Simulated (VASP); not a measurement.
# Bi (I4/mmm) in VASP: further runs

The runs below take Bi through single point, with LDA.

Everything below comes from runs of VASP 6.6.1. Logs are shortened: lines on timing, memory, paths and dates and some standing lists are left out, and cuts for length are marked.

## Step 1: The structure

It takes space group I4/mmm (No. 139, tetragonal). The conventional cell has a = 8.989 Å, b = 8.989 Å, c = 2.567 Å, α = 90.00°, β = 90.00°, γ = 90.00°. Around Bi (site symmetry 4/mmm) lie 2 Bi at 2.57 Å.

This isn't the form of Bi at room conditions, which is rhombohedral.

## Step 2: Single point, LDA

The input, INCAR:

```
PREC     = Accurate       # precision mode
ENCUT    = 520            # plane-wave cutoff, eV
EDIFF    = 1E-6           # SCF threshold, eV
ISMEAR   = 0              # smearing method
SIGMA    = 0.05           # smearing width, eV
LREAL    = F              # projectors in reciprocal space
LASPH    = T              # aspherical terms in the spheres
NELM     = 100            # most SCF steps
ALGO     = Fast           # electronic algorithm
ISIF     = 2              # what is computed and relaxed
LWAVE    = F              # write WAVECAR
LCHARG   = F              # write CHGCAR
GGA      = CA             # functional
NBANDS   = 14             # bands
```

The input, KPOINTS:

```
Automatic mesh
0
Gamma
  12 12 12
```

The input, POSCAR:

```
Bi
1.0
   -4.4944840678      4.4944840678      1.2836695587
    4.4944840678     -4.4944840678      1.2836695587
    4.4944840678      4.4944840678     -1.2836695587
Bi
1
Direct
    0.0000000000      0.0000000000      0.0000000000
```

Potentials or basis: VASP PAW LDA potentials, release 64 (Bi_d).

Run with:

```console
$ cat potpaw_LDA.64/Bi_d/POTCAR > POTCAR
$ mpirun -np 1 vasp_std > vasp.out
```

OUTCAR:

```text
PREC = Accurate
   ENCUT = 520
   EDIFF = 1E-6
   ISMEAR = 0
   LREAL = F
   LASPH = T
   NELM = 100
   ISIF = 2
   GGA = CA

 ion  position               nearest neighbor table
   1  0.000  0.000  0.000-

  LATTYP: Found a body centered tetragonal cell.
 ALAT       =     8.9889681356
 C/A-ratio  =     0.2856099920

  Lattice vectors:

 A1 = (  -4.4944840678,   4.4944840678,   1.2836695587)
 A2 = (   4.4944840678,  -4.4944840678,   1.2836695587)
 A3 = (   4.4944840678,   4.4944840678,  -1.2836695587)

Analysis of symmetry for initial positions (statically):
=====================================================================
 Subroutine PRICEL returns:
 Original cell was already a primitive cell.

 Routine SETGRP: Setting up the symmetry group for a
 body centered tetragonal supercell.

 Subroutine GETGRP returns: Found 16 space group operations
 (whereof 16 operations were pure point group operations)
 out of a pool of 16 trial point group operations.

The static configuration has the point symmetry D_4h.

Analysis of symmetry for dynamics (positions and initial velocities):
=====================================================================
 Subroutine PRICEL returns:
 Original cell was already a primitive cell.

 Routine SETGRP: Setting up the symmetry group for a
 body centered tetragonal supercell.

 Subroutine GETGRP returns: Found 16 space group operations
 (whereof 16 operations were pure point group operations)
 out of a pool of 16 trial point group operations.

The dynamic configuration has the point symmetry D_4h.

 Subroutine INISYM returns: Found 16 space group operations
 (whereof 16 operations are pure point group operations),
 and found     1 'primitive' translations

----------------------------------------------------------------------------------------

                                     Primitive cell

  volume of cell :     103.7225

  direct lattice vectors                    reciprocal lattice vectors
    -4.494484068  4.494484068  1.283669559     0.000000000  0.111247474  0.389508341
     4.494484068 -4.494484068  1.283669559     0.111247474  0.000000000  0.389508341
     4.494484068  4.494484068 -1.283669559     0.111247474  0.111247474  0.000000000

  length of vectors
     6.484487768  6.484487768  6.484487768     0.405083631  0.405083631  0.157327687

  position of ions in fractional coordinates (direct lattice)
     0.000000000  0.000000000  0.000000000

  ion indices of the primitive-cell ions
   primitive index   ion index
[... 83 lines left out ...]
   PSTRESS=    0.0 pullay stress
   NELECT =      15.0000    total number of electrons
   NUPDOWN=      -1.0000    fix difference up-down
   EMIN   =  10.00;   EMAX   =-10.00  energy-range for DOS
   EFERMI =   0.00;   METHOD = LEGACY
   ISMEAR =     0;   SIGMA  =   0.05  broadening in eV -4-tet -1-fermi 0-gaus
   EFERMI_NEDOS =   21; number of points for ismear=-14 and -15
   IALGO  =     68    algorithm
   IMIX   =      4    mixing-type and parameters
     AMIX     =   0.40;   BMIX     =  1.00
     AMIX_MAG =   1.60;   BMIX_MAG =  1.00
  volume/ion in A,a.u.               =     103.72       699.95
  Fermi-wavevector in a.u.,A,eV,Ry     =   0.859306  1.623852 10.046624  0.738406
  Thomas-Fermi vector in A             =   1.976641
   LORBIT       =      0    0 simple, 1 ext, 2 COOP (PROOUT), +10 PAW based schemes
   GGA     = CA    functional components
   LHFCALC =     F    Hartree Fock is set to
   AEXX    =    0.0000 exact exchange contribution
   IVDW    =     0    specifies the selected vdW correction
   LEPSILON=     F    determine dielectric tensor
   LRPA    =     F    only Hartree local field effects (RPA)
 non-spin polarized calculation
 RMM-DIIS sequential band-by-band and
 Gauss-broadening in eV      SIGMA  =   0.05
  energy-cutoff  :      520.00
  volume of cell :      103.72
 maximum number of plane-waves:      2812
   NGX = 25   NGY = 25   NGZ = 25

 number of electron      15.0000006 magnetization

 Free energy of the ion-electron system (eV)
  ---------------------------------------------------
  ext. energy  EPLUGINS =         0.00000000
  ---------------------------------------------------
  free energy    TOTEN  =        -2.77170265 eV

  energy without entropy =       -2.76702173  energy(sigma->0) =       -2.76936219

 E-fermi :  -0.8105     XC(G=0):  -4.9385

 val. band max:       -0.8105501482   @ k =   0.5000   0.1667   0.0000
 cond. band min:      -0.8104978570   @ k =   0.4167   0.2500   0.0833
 fundamental gap:      0.0000522911
 Fermi energy:        -0.8105442906

 k-point     1 :       0.0000    0.0000    0.0000
  band No.  band energies     occupation
      1     -25.1464      2.00000
      2     -23.7420      2.00000
      3     -23.7420      2.00000
      4     -23.4245      2.00000
      5     -23.4245      2.00000
      6     -13.8969      2.00000
      7      -3.2911      2.00000
      8      -3.2911      2.00000
      9       1.4427      0.00000
     10       3.1526      0.00000
     11       5.3625      0.00000
     12       6.0489      0.00000
     13       6.0489      0.00000
     14       7.0208      0.00000
[... 377 lines left out ...]
      1     -24.1129      2.00000
      2     -23.8416      2.00000
      3     -23.8416      2.00000
      4     -23.6929      2.00000
      5     -23.6928      2.00000
      6     -12.4195      2.00000
      7      -1.6675      2.00000
      8      -1.5443      2.00000
      9       2.5963      0.00000
     10       3.4630      0.00000
     11       4.8725      0.00000
     12       5.4540      0.00000
     13       6.9261      0.00000
     14       8.7124      0.00000

 [... further k-points ...]

------------------------ aborting loop because EDIFF is reached ----------------------------------------

  FORCE on cell =-STRESS in cart. coord.  units (eV):
  Direction    XX          YY          ZZ          XY          YZ          ZX
  --------------------------------------------------------------------------------------
  -------------------------------------------------------------------------------------
  Total       -0.0773906     -0.0773906      8.4326888      0.0000000     -0.0000000      0.0000000
  in kB       -1.1954352     -1.1954352    130.2577979      0.0000000     -0.0000000      0.0000000
  external PRESSURE =      42.6223092 kB  Pullay stress =       0.0000000 kB

 VOLUME and BASIS-vectors are now :
 -----------------------------------------------------------------------------
  energy-cutoff  :      520.00
  volume of cell :      103.72
      direct lattice vectors                 reciprocal lattice vectors
    -4.494484068  4.494484068  1.283669559     0.000000000  0.111247474  0.389508341
     4.494484068 -4.494484068  1.283669559     0.111247474  0.000000000  0.389508341
     4.494484068  4.494484068 -1.283669559     0.111247474  0.111247474  0.000000000

 POSITION                                       TOTAL-FORCE (eV/Angst)
 -----------------------------------------------------------------------------------
      0.00000      0.00000      0.00000         0.000000     -0.000000     -0.000000
 -----------------------------------------------------------------------------------
    total drift:                               -0.000000     -0.000000      0.000000

  FREE ENERGIE OF THE ION-ELECTRON SYSTEM (eV)
  ---------------------------------------------------
  free  energy   TOTEN  =        -2.7717026511 eV

  energy  without entropy=       -2.7670217269  energy(sigma->0) =       -2.76936219
```

Run time: 3.6 min. Hardware: 1 thread of AMD EPYC 9R45 (Zen 5), shared host; peak memory 0.36 GiB.

Results:

* Free energy: -2.7717 eV
* Pressure: 4.3 GPa
* Band gap on the k mesh: none (metal or under the smearing width)

Caveat: spin-orbit coupling is left out, which moves the levels of the heavy elements.

## Step 3: Single point, LDA

This run uses another cell than the first one, of the same volume but with other edges.

Changes to INCAR since step 2:

```diff
@@ -11,4 +11,6 @@
 LWAVE    = F              # write WAVECAR
-LCHARG   = F              # write CHGCAR
+LCHARG   = T              # write CHGCAR
 GGA      = CA             # functional
+LELF     = T              # ELF
+LVHAR    = T            
 NBANDS   = 14             # bands
```

The input, KPOINTS:

```
regular mesh
0
Gamma
  12 12 12
```

The input, POSCAR:

```
Bi
1.0
   -4.3774736921      4.3774736921      1.3532120096
    4.3774736921     -4.3774736921      1.3532120096
    4.3774736921      4.3774736921     -1.3532120096
Bi
1
Direct
    0.0000000000      0.0000000000      0.0000000000
```

Potentials or basis: VASP PAW LDA potentials, release 64 (Bi_d).

Run with:

```console
$ cat potpaw_LDA.64/Bi_d/POTCAR > POTCAR
$ mpirun -np 1 vasp_std > vasp.out
```

Wall time 4.6 min (1 thread of AMD EPYC 9R45 (Zen 5), shared host); peak memory 0.36 GiB.

Results (log left out):

```
Free energy            : -3.0614 eV
Pressure               : 1.7 GPa
Band gap on the k mesh : none (metal or under the smearing width)
```

Stress tensor (GPa, compression positive):
```
-0.25  0.00  0.00
 0.00 -0.25  0.00
 0.00  0.00  5.74
```

Levels at points of the mesh, in eV from the Fermi level:
```csv
k point,band 6,band 7,band 8,band 9,band 10,band 11
"(0.00, 0.00, 0.00)",-11.97,-1.49,-1.49,2.87,4.64,7.08
"(0.50, 0.00, 0.00)",-7.24,-3.93,2.47,2.48,6.63,6.78
"(0.50, 0.50, 0.00)",-11.96,-1.77,-1.47,3.85,4.97,5.79
"(0.50, 0.50, 0.50)",-11.96,-1.73,-1.73,4.07,6.22,6.22
```

Caveat: spin-orbit coupling is left out, which moves the levels of the heavy elements.
